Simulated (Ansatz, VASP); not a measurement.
Two plane-wave programs on HfC

```xyz
2
Lattice="0.0000 2.3250 2.3018 2.3250 0.0000 2.3018 2.3250 2.3250 0.0000" Properties=species:S:1:pos:R:3 pbc="T T T"
Hf    2.3250    2.3250    2.3018
C     0.0000    0.0000    0.0000
```

Alike in both runs: functional PBE; k mesh 8 × 8 × 8; occupations fermi-dirac, width 0.05 eV; no spin polarisation.

|  | VASP | Ansatz |
| --- | --- | --- |
| version | VASP 6.6.1 | Ansatz 0.2.0 |
| potentials or method | VASP PAW PBE potentials, release 64 (Hf_pv, C) | Ansatz PAW |
| plane-wave cutoff (eV) | 520 | 420 |
| valence electrons in the cell | 14 | 30 |
| task | single point | band structure |

Ansatz gave:

* gap on the k mesh at the Fermi level (eV): none
* pressure (GPa): 2.7
* largest component of the traceless stress (GPa): 2.72

Which values does VASP return?

gap on the k mesh at the Fermi level (eV): none; pressure (GPa): 2.0; largest component of the traceless stress (GPa): 2.76.

A gap of «none» marks a metal or a gap that the smearing closes. The two sets of potentials don't hold the same shells in valence.

Caveats: spin-orbit coupling is left out, which moves the levels of the heavy elements (Ansatz). Spin-orbit coupling is left out, which matters for the levels of Hf.
